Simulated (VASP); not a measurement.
# NaCl (Fm-3m) in VASP: further runs, part 2 of 2

VASP 6.6.1. Earlier steps stand in the parts before.

### 4 Relaxation of the atoms, PBE+D3(BJ) (a relaxed cell with its volume scaled by 1.04)

File INCAR:

```
  PREC = Accurate
  ENCUT = 600
  EDIFF = 1E-7
  ISMEAR = 0
  SIGMA = 0.03
  LREAL = False
  LASPH = True
  NELM = 80
  ALGO = Normal
  ISIF = 2
  LWAVE = False
  LCHARG = False
  GGA = PE
  IVDW = 12
  IBRION = 2
  NSW = 40
  EDIFFG = -0.01
```

File KPOINTS:

```
Automatic mesh
0
Gamma
  8 8 8
```

File POSCAR:

```
NaCl                                    
1.0
    0.0000000000      2.8272341370      2.8272341370
    2.8272341370      0.0000000000      2.8272341370
    2.8272341370      2.8272341370      0.0000000000
  Na              Cl            
     1     1
Direct
     1.0000000000000000    0.0000000000000000    1.0000000000000000
     0.5000000000000000    0.5000000000000000    0.5000000000000000
```

Potentials or basis: VASP PAW PBE potentials, release 64 (Na_pv, Cl).

Started as:

```bash
$ cat potpaw_PBE.64/Na_pv/POTCAR potpaw_PBE.64/Cl/POTCAR > POTCAR
$ mpirun -np 1 vasp_std > vasp.out
```

OUTCAR:

```text
PREC = Accurate
   ENCUT = 600
   EDIFF = 1E-7
   ISMEAR = 0
   LREAL = False
   LASPH = True
   NELM = 80
   ISIF = 2
   GGA = PE
   IVDW = 12
   IBRION = 2
   NSW = 40
   EDIFFG = -0.01
 IVDW          = 12

 ion  position               nearest neighbor table
   1  0.000  0.000  0.000-
   2  0.500  0.500  0.500-

  LATTYP: Found a face centered cubic cell.
 ALAT       =     5.6544682740

  Lattice vectors:

 A1 = (   0.0000000000,   2.8272341370,   2.8272341370)
 A2 = (   2.8272341370,   0.0000000000,   2.8272341370)
 A3 = (   2.8272341370,   2.8272341370,   0.0000000000)

Analysis of symmetry for initial positions (statically):
=====================================================================
 Subroutine PRICEL returns:
 Original cell was already a primitive cell.

 Routine SETGRP: Setting up the symmetry group for a
 face centered cubic supercell.

 Subroutine GETGRP returns: Found 48 space group operations
 (whereof 48 operations were pure point group operations)
 out of a pool of 48 trial point group operations.

The static configuration has the point symmetry O_h .

Analysis of symmetry for dynamics (positions and initial velocities):
=====================================================================
 Subroutine PRICEL returns:
 Original cell was already a primitive cell.

 Routine SETGRP: Setting up the symmetry group for a
 face centered cubic supercell.

 Subroutine GETGRP returns: Found 48 space group operations
 (whereof 48 operations were pure point group operations)
 out of a pool of 48 trial point group operations.

The dynamic configuration has the point symmetry O_h .

 Subroutine INISYM returns: Found 48 space group operations
 (whereof 48 operations are pure point group operations),
 and found     1 'primitive' translations

----------------------------------------------------------------------------------------

                                     Primitive cell

  volume of cell :      45.1976

  direct lattice vectors                    reciprocal lattice vectors
     0.000000000  2.827234137  2.827234137    -0.176851288  0.176851288  0.176851288
     2.827234137  0.000000000  2.827234137     0.176851288 -0.176851288  0.176851288
     2.827234137  2.827234137  0.000000000     0.176851288  0.176851288 -0.176851288

  length of vectors
     3.998312861  3.998312861  3.998312861     0.306315417  0.306315417  0.306315417

  position of ions in fractional coordinates (direct lattice)
     0.000000000  0.000000000  0.000000000
     0.500000000  0.500000000  0.500000000

  ion indices of the primitive-cell ions
   primitive index   ion index
                 1           1
                 2           2

----------------------------------------------------------------------------------------

 KPOINTS: Automatic mesh

Automatic generation of k-mesh.
 Grid dimensions read from file:
 generate k-points for:    8    8    8

 Generating k-lattice:

  Cartesian coordinates                     Fractional coordinates (reciprocal lattice)
    -0.022106411  0.022106411  0.022106411     0.125000000  0.000000000  0.000000000
     0.022106411 -0.022106411  0.022106411     0.000000000  0.125000000  0.000000000
     0.022106411  0.022106411 -0.022106411     0.000000000  0.000000000  0.125000000

  Length of vectors
[... 39 lines left out ...]
   total plane-waves  NPLWV =  32768
   dimension x,y,z NGX =    32 NGY =   32 NGZ =   32
   dimension x,y,z NGXF=    64 NGYF=   64 NGZF=   64
   ions per type =               1   1
   NGX,Y,Z   is equivalent  to a cutoff of  13.31, 13.31, 13.31 a.u.
   NGXF,Y,Z  is equivalent  to a cutoff of  26.61, 26.61, 26.61 a.u.
 SYSTEM =  unknown system
   PREC   = accura    normal or accurate (medium, high low for compatibility)
   ISTART =      0    job   : 0-new  1-cont  2-samecut
   ICHARG =      2    charge: 1-file 2-atom 10-const
   ISPIN  =      1    spin polarized calculation?
   LNONCOLLINEAR =      F non collinear calculations
   LSORBIT =      F    spin-orbit coupling
   LASPH  =      T    aspherical Exc in radial PAW
   ENCUT  =  600.0 eV  44.10 Ry    6.64 a.u.   7.99  7.99  7.99*2*pi/ulx,y,z
   NELM   =     80;   NELMIN=  2; NELMDL= -5     # of ELM steps
   EDIFF  = 0.1E-06   stopping-criterion for ELM
   LREAL  =      F    real-space projection
   EDIFFG = -.1E-01   stopping-criterion for IOM
   NSW    =     40    number of steps for IOM
   IBRION =      2    ionic relax: 0-MD 1-quasi-New 2-CG
   NFREE  =      1    steps in history (QN), initial steepest desc. (CG)
   ISIF   =      2    stress and relaxation
   ISYM   =      2    0-nonsym 1-usesym 2-fastsym
   POTIM  = 0.5000    time-step for ionic-motion
   TEBEG  =    0.0;   TEEND  =   0.0 temperature during run
   PSTRESS=    0.0 pullay stress
   NELECT =      14.0000    total number of electrons
   NUPDOWN=      -1.0000    fix difference up-down
   EMIN   =  10.00;   EMAX   =-10.00  energy-range for DOS
   EFERMI =   0.00;   METHOD = LEGACY
   ISMEAR =     0;   SIGMA  =   0.03  broadening in eV -4-tet -1-fermi 0-gaus
   EFERMI_NEDOS =   21; number of points for ismear=-14 and -15
   IALGO  =     38    algorithm
   IMIX   =      4    mixing-type and parameters
     AMIX     =   0.40;   BMIX     =  1.00
     AMIX_MAG =   1.60;   BMIX_MAG =  1.00
  volume/ion in A,a.u.               =      22.60       152.50
  Fermi-wavevector in a.u.,A,eV,Ry     =   1.107675  2.093202 16.693589  1.226944
  Thomas-Fermi vector in A             =   2.244192
   LORBIT       =      0    0 simple, 1 ext, 2 COOP (PROOUT), +10 PAW based schemes
   GGA     = PE    functional components
   LHFCALC =     F    Hartree Fock is set to
   AEXX    =    0.0000 exact exchange contribution
   IVDW    =    12    specifies the selected vdW correction
   LEPSILON=     F    determine dielectric tensor
   LRPA    =     F    only Hartree local field effects (RPA)
 conjugate gradient relaxation of ions
 non-spin polarized calculation
 Gauss-broadening in eV      SIGMA  =   0.03
  energy-cutoff  :      600.00
  volume of cell :       45.20
 maximum number of plane-waves:      1540
   NGX = 15   NGY = 15   NGZ = 15

 number of electron      14.0000002 magnetization

 Free energy of the ion-electron system (eV)
  ---------------------------------------------------
  ext. energy  EPLUGINS =         0.00000000
  ---------------------------------------------------
  free energy    TOTEN  =        -6.77642499 eV

  energy without entropy =       -6.77642499  energy(sigma->0) =       -6.77642499

 E-fermi :  -0.5760     XC(G=0):  -8.1333

 val. band max:       -0.7761712775   @ k =   0.0000   0.0000   0.0000
 cond. band min:       4.3019807278   @ k =   0.0000   0.0000   0.0000
 fundamental gap:      5.0781520054
 Fermi energy:        -0.5760060980

 k-point     1 :       0.0000    0.0000    0.0000
  band No.  band energies     occupation
      1     -21.6090      2.00000
      2     -21.6090      2.00000
      3     -21.6090      2.00000
      4     -13.4171      2.00000
      5      -0.7762      2.00000
      6      -0.7762      2.00000
      7      -0.7762      2.00000
      8       4.3020      0.00000
      9      10.3365      0.00000
     10      10.3365      0.00000
     11      10.3365      0.00000
[... 309 lines left out ...]
 k-point    24 :      -0.3750    0.2500    0.1250
  band No.  band energies     occupation
      1     -21.6316      2.00000
      2     -21.6168      2.00000
      3     -21.6132      2.00000
      4     -13.0567      2.00000
      5      -2.4053      2.00000
      6      -1.5269      2.00000
      7      -1.1811      2.00000
      8       7.5346      0.00000
      9       8.7318      0.00000
     10       9.4549      0.00000
     11      10.9281      0.00000

 [... further k-points ...]

------------------------ aborting loop because EDIFF is reached ----------------------------------------

 Edisp (eV)   -0.42555

 E8    (eV) :    -0.1781

  FORCE on cell =-STRESS in cart. coord.  units (eV):
  Direction    XX          YY          ZZ          XY          YZ          ZX
  --------------------------------------------------------------------------------------
  -------------------------------------------------------------------------------------
  Total      -0.28881    -0.28881    -0.28881     0.00000     0.00000     0.00000
  in kB     -10.23773   -10.23773   -10.23773     0.00000     0.00000     0.00000
  external pressure =      -10.24 kB  Pullay stress =        0.00 kB

 VOLUME and BASIS-vectors are now :
 -----------------------------------------------------------------------------
  energy-cutoff  :      600.00
  volume of cell :       45.20
      direct lattice vectors                 reciprocal lattice vectors
     0.000000000  2.827234137  2.827234137    -0.176851288  0.176851288  0.176851288
     2.827234137  0.000000000  2.827234137     0.176851288 -0.176851288  0.176851288
     2.827234137  2.827234137  0.000000000     0.176851288  0.176851288 -0.176851288

 POSITION                                       TOTAL-FORCE (eV/Angst)
 -----------------------------------------------------------------------------------
      0.00000      0.00000      0.00000        -0.000000     -0.000000     -0.000000
      2.82723      2.82723      2.82723         0.000000      0.000000      0.000000
 -----------------------------------------------------------------------------------
    total drift:                                0.000000     -0.000000     -0.000000

  FREE ENERGIE OF THE ION-ELECTRON SYSTEM (eV)
  ---------------------------------------------------
  free  energy   TOTEN  =        -7.2019749107 eV

  energy  without entropy=       -7.2019749107  energy(sigma->0) =       -7.20197491

 reached required accuracy - stopping structural energy minimisation
```

OSZICAR:

```text
N       E                     dE             d eps       ncg     rms          rms(c)
DAV:   1     0.100757833455E+03    0.10076E+03   -0.79102E+03   641   0.139E+03
DAV:   2     0.245027339613E+01   -0.98308E+02   -0.90617E+02   736   0.287E+02
DAV:   3    -0.675574964236E+01   -0.92060E+01   -0.91352E+01   761   0.873E+01
DAV:   4    -0.697092586467E+01   -0.21518E+00   -0.21493E+00   730   0.145E+01
DAV:   5    -0.697585252978E+01   -0.49267E-02   -0.49264E-02   821   0.220E+00    0.215E+00
DAV:   6    -0.678227511640E+01    0.19358E+00   -0.39081E-01   728   0.420E+00    0.161E+00
DAV:   7    -0.677061411789E+01    0.11661E-01   -0.92313E-02   766   0.207E+00    0.108E+00
DAV:   8    -0.677634867386E+01   -0.57346E-02   -0.97665E-03   668   0.107E+00    0.250E-01
DAV:   9    -0.677628710758E+01    0.61566E-04   -0.20162E-04   791   0.142E-01    0.135E-01
DAV:  10    -0.677643218168E+01   -0.14507E-03   -0.32323E-04   674   0.164E-01    0.505E-02
DAV:  11    -0.677642423994E+01    0.79417E-05   -0.19872E-05   746   0.454E-02    0.966E-03
DAV:  12    -0.677642467649E+01   -0.43654E-06   -0.17791E-06   671   0.147E-02    0.173E-03
DAV:  13    -0.677642515586E+01   -0.47937E-06   -0.29544E-07   689   0.425E-03    0.249E-03
DAV:  14    -0.677642499233E+01    0.16353E-06   -0.40995E-08   430   0.129E-03    0.353E-04
DAV:  15    -0.677642499116E+01    0.11664E-08   -0.22779E-09   346   0.574E-04
   1 F= -.72019749E+01 E0= -.72019749E+01  d E =-.720197E+01
```

CONTCAR:

```text
NaCl
   1.00000000000000
     0.0000000000000000    2.8272341370000000    2.8272341370000000
     2.8272341370000000    0.0000000000000000    2.8272341370000000
     2.8272341370000000    2.8272341370000000    0.0000000000000000
  Na              Cl
     1     1
Direct
     0.0000000000000000    0.0000000000000000    0.0000000000000000
     0.5000000000000000    0.5000000000000000    0.5000000000000000

  0.00000000E+00  0.00000000E+00  0.00000000E+00
  0.00000000E+00  0.00000000E+00  0.00000000E+00
```

It took 6 s on 1 thread of Intel Xeon 6975P-C (Granite Rapids), shared host; peak memory 0.18 GiB.

What came out:

```
Free energy                : -7.2020 eV
Pressure after relaxing    : -1.0 GPa
Band gap on the k mesh     : 5.08 eV, direct
Dispersion energy per atom : -0.213 eV
```

Final structure:
```xyz
2
Lattice="0.0000 2.8272 2.8272 2.8272 0.0000 2.8272 2.8272 2.8272 0.0000" Properties=species:S:1:pos:R:3 pbc="T T T"
Na    0.0000    0.0000    0.0000
Cl    2.8272    2.8272    2.8272
```

Caveat: the relaxation stopped at its first step, so nothing moved.

### 5 Relaxation of the atoms, PBE+D3(BJ) (a relaxed cell with its volume scaled by 1.06)

INCAR is that of step 4.

KPOINTS is that of step 4.

File POSCAR:

```
NaCl                                    
1.0
    0.0000000000      2.8452424833      2.8452424833
    2.8452424833      0.0000000000      2.8452424833
    2.8452424833      2.8452424833      0.0000000000
  Na              Cl            
     1     1
Direct
     1.0000000000000000    0.0000000000000000    1.0000000000000000
     0.5000000000000000    0.5000000000000000    0.5000000000000000
```

Started as:

```bash
$ cat potpaw_PBE.64/Na_pv/POTCAR potpaw_PBE.64/Cl/POTCAR > POTCAR
$ mpirun -np 1 vasp_std > vasp.out
```

It took 6.1 s on 1 thread of Intel Xeon 6975P-C (Granite Rapids), shared host; peak memory 0.18 GiB.

Results (log left out):

```
Free energy                : -7.1953 eV
Pressure after relaxing    : -1.4 GPa
Band gap on the k mesh     : 5.01 eV, direct
Dispersion energy per atom : -0.209 eV
```

Final structure:
```yaml
crystal:
  lattice:
    - [0.00000, 2.84524, 2.84524]
    - [2.84524, 0.00000, 2.84524]
    - [2.84524, 2.84524, 0.00000]
  atoms:
    - { symbol: Na, position: [0.00000, 0.00000, 0.00000] }
    - { symbol: Cl, position: [0.50000, 0.50000, 0.50000] }
```

Levels at points of the mesh, in eV from the valence-band top:
```tsv
k point	band 3	band 4	band 5	band 6	band 7	band 8	band 9	band 10	band 11
(0.00, 0.00, 0.00)	-20.87	-12.60	0.00	0.00	0.00	5.01	11.09	11.09	11.09
(0.50, 0.00, 0.00)	-20.87	-12.29	-1.84	-0.25	-0.25	7.23	10.41	10.91	10.91
(0.50, 0.50, 0.00)	-20.88	-12.24	-1.59	-0.57	-0.57	7.46	8.10	11.13	14.54
```

Caveat: the relaxation stopped at its first step, so nothing moved.

### 6 The runs side by side

```csv
cell,gap on the mesh (eV),pressure (GPa)
atoms relaxed,5.23,0.0
atoms relaxed from: a relaxed cell with its volume scaled by 1.02,5.15,-0.6
atoms relaxed from: a relaxed cell with its volume scaled by 1.04,5.08,-1.0
atoms relaxed from: a relaxed cell with its volume scaled by 1.06,5.01,-1.4
```

Alike in all rows: task relaxation of the atoms; level PBE+D3(BJ); potentials or basis VASP PAW PBE potentials, release 64 (Na_pv, Cl); no spin polarisation; k mesh 8 × 8 × 8; cutoff (eV) 600; smearing gaussian 0.03 eV.

Caveats: the relaxation stopped at its first step, so nothing moved.

Absolute energies hang on the potentials; compare differences alone.
